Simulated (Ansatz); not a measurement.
# AlRu at fixed geometry

The system is AlRu, a crystal from a database, its volume scaled a little. Wanted, at the geometry given: gap or metal, charges, bonding, and the stress on the cell.

Computed, not measured: Ansatz 0.2.0, DFT, PBE, no spin polarisation, plane waves, PAW.

### 1 The structure

The structure is cubic, space group Pm-3m (No. 221). The conventional cell has a = 3.040 Å, b = 3.040 Å, c = 3.040 Å, α = 90.00°, β = 90.00°, γ = 90.00°. Ru (site symmetry m-3m) has 8 Al at 2.63 Å as nearest neighbours. Al (site symmetry m-3m) is surrounded by 8 Ru at 2.63 Å.

As a file:

```
Ru Al
1.0
     3.04048    0.00000    0.00000
     0.00000    3.04048    0.00000
     0.00000    0.00000    3.04048
Ru Al
1 1
Direct
  0.50000 0.50000 0.50000
  0.00000 0.00000 0.00000
```

Its first density is an earlier solution for the same cell, read from a checkpoint.

### 2 The calculation

File input.yaml:

```yaml
crystal:
  lattice:
    - [3.040477, 0.0, 0.0]
    - [0.0, 3.040477, 0.0]
    - [0.0, 0.0, 3.040477]
  atoms:
    - { symbol: Ru, position: [0.5, 0.5, 0.5] }
    - { symbol: Al, position: [0.0, 0.0, 0.0] }
  symmetry: { tolerance: 0.0003 }
kpoints:
  mp_grid: { grid: [11, 11, 11], shift: [0, 0, 0] }
  band_path:
    path:
      - [0.0, 0.0, 0.0]
      - [0.0, 0.5, 0.0]
      - [0.5, 0.5, 0.0]
      - [0.0, 0.0, 0.0]
      - [0.5, 0.5, 0.5]
      - [0.0, 0.5, 0.0]
      - [0.5, 0.5, 0.5]
      - [0.5, 0.5, 0.0]
    npoints: 8
magnetization:
  spin_polarized: false
scf:
  occupations: { method: fermi_dirac }
  lower_state_search: "off"
  max_iter: 200
hamiltonian:
  pseudopotentials: { kind: paw }
  xc: pbe
basis:
  ecutwfc: 420
  fft_grid_basis: typed
output:
  forces: true
  stress: true
  eigenvalues: true
  bader: true
  populations: true
  elf: true
  write_potential: true
  volumetric_format: npy
  dos:
    e_range: [-12, 8]
    de: 0.05
    projected: { site_lists: { Al: [Al], Ru: [Ru] } }
checkpoint:
  read: saved_state
```

Output:

```text
Warning: checkpoint.read: basis.xc_grid differs: saved 1, current 2 (points along each axis for each point of the dense box; where the key is left out runs that use forces, runs that use the stress, dielectric runs by a finite field, finite-displacement phonons, runs of phonons.displacement_patterns under a GGA or a meta-GGA, phonons by method: dfpt, dielectric runs by the response, runs on support functions, runs on PAW files under a meta-GGA or a hybrid on one, runs at kind: all_electron or under a hybrid on a GGA, runs under a text's formulas of a gradient, and runs on PAW files that evaluate rPW86 or Becke's exchange or LYP's correlation can take a finer level, which can go by the root key accuracy; a number is taken as typed: the saved number, typed, holds this deck to the state's level, where the deck is accepted there); the SCF iterates at this deck's level from the saved density; a trajectory continued from that state goes on on another energy surface; basis.xc_grid: 1, typed and accepted, keeps it on the saved one
Warning: RAYON_NUM_THREADS=1 ignored (pool sized by the plan → 1); use --threads N
Engine: ansatz 0.2.0, aarch64-unknown-linux-gnu
Pseudopotentials: kind: paw
Pseudopotential: Ru, paw, valence charge 16, recommended cutoff 420 eV (normal), Ru.paw.azcp
Pseudopotential: Al, paw, valence charge 3, recommended cutoff 420 eV (normal), Al.paw.azcp
Functional definition: PBE
  parameter kappa = 0.804
  parameter beta = 0.06672455060314922
  exchange = pbe_x(kappa = kappa, mu = beta*pi^2/3)
  correlation = pbe_c(beta = beta)
Crystal: 2 atoms, lattice volume = 28.108 Å³
Basis set: ecut = 420 eV, 515 PW (Γ), exchange–correlation on 48×48×48 points (8 copies of the dense FFT grid, shifted against one another)
Bands: 14, of which v1, the nominal top of the filled ones, is band 10 counted from 1 (9 counted from 0)
Symmetry: 48 space group operations
Space group: Pm-3m (ITA 221), of the structure as read, at distance tolerance 9.1e-4 Å
k-points: 56 of 1331
Non-local potential: Ru, projectors of the file, l = 0: 3, l = 1: 2, l = 2: 2, l = 3: 1
Non-local potential: Al, projectors of the file, l = 0: 2, l = 1: 2, l = 2: 1
PAW form: soft (Blöchl's): semilocal exchange-correlation on the pseudo side does not see the compensation charge
PAW one-centre angular grid: Ru, 590 points (default); XC on 64 Gauss nodes
PAW one-centre angular grid: Al, 110 points (default); XC on 64 Gauss nodes
Initial density: read from a saved state, or passed on in memory by an earlier SCF of this step, an earlier step, the calling program or the single point that the run made first
Initial wavefunctions: pseudopotential atomic-orbital guess
Functional: x = pbe(κ = 0.804, μ = 0.2195149727645171), c = pbe(β = 0.06672455060314922)
iter 1 solved again at ethr=1.49e-5 eV; its pass at ethr=3.10e-3 eV (dr2=2.83e-3 eV) is discarded
SCF iter   1: F=—  HF=-6417.467880 eV  |F-HF|=—  |Δ(HF+E_count)|=         —  Δρ=6.45e-3  dr2=2.89e-3  ethr=1.49e-5  ⟨swp⟩=2.2  Hψ=5262  notcnv=0
preconditioner: auto → none  [metal: Δε(μ)=0.014 eV  Ē_g=8.487 eV  σ=0.100 eV  W_gap=0.03  n_scr=6 (ndim 8)  ℏωp=23.2 eV  f_vac=0.000  D(μ)=1.80/eV (n_scr^D=18)]
SCF iter   2: F=—  HF=-6417.467853 eV  |F-HF|=—  |Δ(HF+E_count)|=   2.65e-5  Δρ=3.03e-3  dr2=6.41e-4  ethr=1.49e-5  ⟨swp⟩=1.0  Hψ=784  notcnv=0
SCF iter   3: F=—  HF=-6417.467879 eV  |F-HF|=—  |Δ(HF+E_count)|=   2.54e-5  Δρ=1.35e-4  dr2=3.93e-6  ethr=3.37e-6  ⟨swp⟩=1.0  Hψ=784  notcnv=0
SCF iter   4: F=—  HF=-6417.467850 eV  |F-HF|=—  |Δ(HF+E_count)|=   2.91e-5  Δρ=2.43e-5  dr2=2.15e-8  ethr=2.07e-8  ⟨swp⟩=2.5  Hψ=1291  notcnv=0
iter 5 did not close the SCF: its close was put off for the readings that it lacked (scf_convergence_deferred on its scf_iter line)
SCF iter   5: F=-6417.467850 eV  HF=-6417.467850 eV  |F-HF|=2.41e-9  |Δ(HF+E_count)|=   1.09e-7  Δρ=4.35e-6  dr2=1.25e-9  ethr=1.13e-10  ⟨swp⟩=2.0  Hψ=1302  notcnv=0
SCF iter   6: F=-6417.467850 eV  HF=-6417.467850 eV  |F-HF|=6.37e-12  |Δ(HF+E_count)|=   2.77e-9  Δρ=2.26e-7  dr2=1.03e-11  ethr=6.57e-12  ⟨swp⟩=4.0  Hψ=3672  notcnv=0
SCF 1 converged in 6 iterations: F = -6417.467850 eV  dr2 = 1.03e-11
NSCF: frozen V_eff on 57 k-points
SCF converged after 6 iterations
Free energy (F): -6417.467850 eV
Harris-Foulkes:  -6417.467850 eV  (|F-HF|=6.37e-12)
Internal energy: -6417.409249 eV  (E = F + TS)
E sigma→0 (E₀):  -6417.438549 eV
Entropy (-TS):   -0.058601 eV (-29.301 meV/atom)
Fermi energy:    15.196965 eV
--- Per-component energies (eV) ---
  E_band       = -135.709981
  E_kinetic    = 540.764533
  E_local      = -1844.300324  (includes V_loc(G=0)·N_el)
  E_nonlocal   = 354.358094
  E_hartree    = 654.750361
  E_xc         = -231.214614
  E_vxc        = -269.381981  (∫ρ·V_xc dr)
  E_paw        = -3929.011015  (= ΣΔE_a)
  E_vpaw       = -226.651008  (= ΣTr[D̂ρ^β])
  E_aug_tail   = -0.000174  (compensation charges beyond the density's cutoff)
  E_ewald      = -1962.756109
  E_smearing   = -0.058601  (= −TS)
  E_closure    = -0.000000  (closes the sum)
  Σ components = -6417.467850   (vs F -6417.467850, Δ=0.00e0)
--- Forces (eV/Å), atoms counted from 1 ---
  atom   1  Ru     0.00000000    -0.00000000     0.00000000
  atom   2  Al    -0.00000000     0.00000000    -0.00000000
  max |Σ_I F_I| component: 4.79e-29 eV/Å
--- Stress (GPa, compression-positive) ---
       -6.572708       0.000000       0.000000
        0.000000      -6.572708      -0.000000
        0.000000       0.000000      -6.572708
  P = ⅓ Tr σ = -6.5727 GPa (-65.727 kbar)
--- Band table (eV; the first three rows and the last of 56) ---
  k-point 0: bands = ["-56.5911", "-26.5455", "-26.5455", "-26.5455", "5.8099", "11.8767", "11.8767", "15.3501", "15.3501", "15.3501", "21.0399", "21.0399", "21.0399", "25.8359"]
  k-point 1: bands = ["-56.5901", "-26.5594", "-26.5443", "-26.5443", "5.9614", "11.9224", "11.9287", "15.1693", "15.1693", "15.3679", "20.3090", "21.3398", "21.3398", "25.5240"]
  k-point 2: bands = ["-56.5874", "-26.5967", "-26.5412", "-26.5412", "6.4059", "11.9858", "12.0733", "14.7452", "14.7452", "15.4163", "18.9704", "22.1228", "22.1228", "24.7582"]
  k-point 55: bands = ["-56.5552", "-26.6769", "-26.6767", "-26.6767", "10.7417", "10.8980", "10.8980", "16.4161", "16.4161", "17.7087", "18.4845", "19.4197", "19.4197", "23.4137"]
--- Löwdin populations: 2 sites ---
  site symbol       q [e]
     0     Ru     16.0018
     1     Al      2.9041
  spilling = 0.004951 (of n_electrons = 19.000000)
--- Bader charges: 2 sites ---
  site symbol  charge [e]  shift [e]
     0     Ru     -1.8241     0.0001
     1     Al      1.8241     0.0001
  estimated error of the sums over rays = 2.9e-4 e
```

It took 19 s on 1 thread of an Arm CPU, shared host; peak memory 0.3 GiB.

### 3 Forces and stress

All forces vanish by the symmetry of the sites.

Diagonalising the stress gives -6.57, -6.57, -6.57 GPa, so P = -6.57 GPa (positive in compression).

### 4 Band structure

Levels near the Fermi level at the path's corners (eV):

| point | band 8 | band 9 | band 10 | band 11 | band 12 | band 13 |
| --- | --- | --- | --- | --- | --- | --- |
| Γ | 0.15 | 0.15 | 0.15 | 5.84 | 5.84 | 5.84 |
| X | -1.51 | -1.51 | 0.39 | 2.11 | 7.42 | 10.72 |
| M | -1.33 | -1.09 | -1.09 | 1.41 | 4.99 | 5.75 |
| Γ | 0.15 | 0.15 | 0.15 | 5.84 | 5.84 | 5.84 |
| R | 1.49 | 1.49 | 2.28 | 4.01 | 4.01 | 4.01 |
| X | -1.51 | -1.51 | 0.39 | 2.11 | 7.42 | 10.72 |
| R | 1.49 | 1.49 | 2.28 | 4.01 | 4.01 | 4.01 |
| M | -1.33 | -1.09 | -1.09 | 1.41 | 4.99 | 5.75 |

The same bands between the corners:

```
distance (1/Å)  band 10  band 11
          0.00     0.15     5.84
          0.26     0.19     4.62
          0.52     0.27     2.91
          0.77     0.35     2.17
          1.03     0.39     2.11
          1.29     0.12     2.09
          1.55    -0.43     1.97
          1.81    -0.91     1.67
          2.07    -1.09     1.41
          2.43    -0.92     2.01
          2.80    -0.50     3.32
          3.16    -0.04     4.89
          3.53     0.15     5.84
          3.98    -0.41     5.40
          4.42    -1.20     5.09
          4.87     0.79     3.89
          5.32     2.28     4.01
          5.68     2.60     2.75
          6.05     0.67     2.25
          6.41    -0.17     2.11
          6.78     0.39     2.11
          7.14    -0.17     2.11
          7.51     0.67     2.25
          7.87     2.60     2.75
          8.24     2.28     4.01
          8.50     2.85     3.26
          8.76     1.80     1.80
          9.01     0.26     1.42
          9.27    -1.09     1.41
```

### 5 Total and projected density of states

States per cell by energy window, from dos.tsv and pdos.tsv (tetrahedra; eV from the Fermi level):

| from | to | total | Al s | Al p | Ru s | Ru d |
| --- | --- | --- | --- | --- | --- | --- |
| -8.0 | -7.0 | 0.27 | 0.09 | 0.08 | 0.09 | 0.01 |
| -7.0 | -6.0 | 0.47 | 0.16 | 0.14 | 0.09 | 0.07 |
| -6.0 | -5.0 | 0.98 | 0.31 | 0.19 | 0.04 | 0.42 |
| -5.0 | -4.0 | 0.48 | 0.07 | 0.15 | 0.03 | 0.22 |
| -4.0 | -3.0 | 1.97 | 0.07 | 0.52 | 0.09 | 1.27 |
| -3.0 | -2.0 | 1.56 | 0.00 | 0.31 | 0.00 | 1.23 |
| -2.0 | -1.0 | 2.20 | 0.01 | 0.28 | 0.04 | 1.83 |
| -1.0 | 0.0 | 2.94 | 0.02 | 0.25 | 0.05 | 2.58 |
| 0.0 | 1.0 | 0.75 | 0.01 | 0.12 | 0.02 | 0.58 |
| 1.0 | 2.0 | 0.33 | 0.00 | 0.08 | 0.01 | 0.22 |
| 2.0 | 3.0 | 1.17 | 0.07 | 0.35 | 0.05 | 0.67 |
| 3.0 | 4.0 | 0.59 | 0.10 | 0.25 | 0.01 | 0.18 |
| 4.0 | 5.0 | 0.35 | 0.12 | 0.13 | 0.01 | 0.05 |

### 6 Charges

Gathered by element (positive charge: electrons given up): Löwdin charges also hold the electrons that the projection spills.

| element | atoms | Bader charge (e) | Bader volume (Å³) | Löwdin charge (e) |
| --- | --- | --- | --- | --- |
| Ru | 1 | -1.82 | 22.0 | 0.00 |
| Al | 1 | +1.82 | 6.1 | +0.10 |

### 7 Fields in real space

Maps in the plane spanned by b and c at height 0.500 along a (axes of the input's cell), one cell: b runs left to right (9 points from zero), c bottom to top (9 points), 90° apart. Near the nuclei they are pseudo-fields.

Valence density. Ten steps from '0' (0.19 e/Å³) to '9' (9.63 e/Å³), finer at the low end (step k begins (100^(k/10) - 1)/99 of the way up):
```
000122100
002455420
014788741
125899852
125899852
014788741
002455420
000122100
000011000
```

ELF. Ten even steps from '0' (0.21) to '9' (0.66):
```
432100123
420133102
311899811
303944930
303944930
311899811
420133102
432100123
444333344
```

Atoms within 0.2 Å of the plane, in fractions of b and c: Ru at (0.50, 0.50).

Scans along the contacts give these minima of the density:

| contact | length (Å) | minimum at (fraction) | density (e/Å³) | ELF |
| --- | --- | --- | --- | --- |
| Ru1–Al2 | 2.633 | none clear | – | – |
| Ru1–Ru1 | 3.041 | 0.50 | 0.261 | 0.35 |
| Al2–Al2 | 3.041 | none clear | – | – |

```
fraction  Ru1–Al2  Ru1–Ru1  Al2–Al2
     0.2     6.18     4.34     0.13
     0.3      2.1     0.95    0.208
     0.4    0.612    0.337    0.204
     0.5    0.332    0.261    0.193
     0.6    0.268    0.337    0.204
     0.7    0.208     0.95    0.208
     0.8    0.108     4.34     0.13
```

(Smooth valence density in e/Å³ at fractions of each contact.)

### 8 What came out

```
                                                 quantity                 value
                                            largest force            0.000 eV/Å
                                                 pressure              -6.6 GPa
           formation energy (elements from separate runs)         -0.62 eV/atom
                                                character                 metal
density of states, mean within 0.25 eV of the Fermi level   1.9 per eV per cell
                                            Bader charges  Ru -1.82, Al +1.82 e
```

What this shows: Bands cross the Fermi level: a metal; within 0.25 eV of the Fermi level the density of states averages 1.9 per eV per cell, mostly Ru d (84 %). At -6.6 GPa the cell is stretched and would shrink. Set against separate runs on the elements (Ru hcp, Al fcc), it forms at -0.62 eV per atom, so it is bound against them, though other compounds may compete. Al loses most charge (+1.82 e on average) and Ru gains most (-1.82 e).
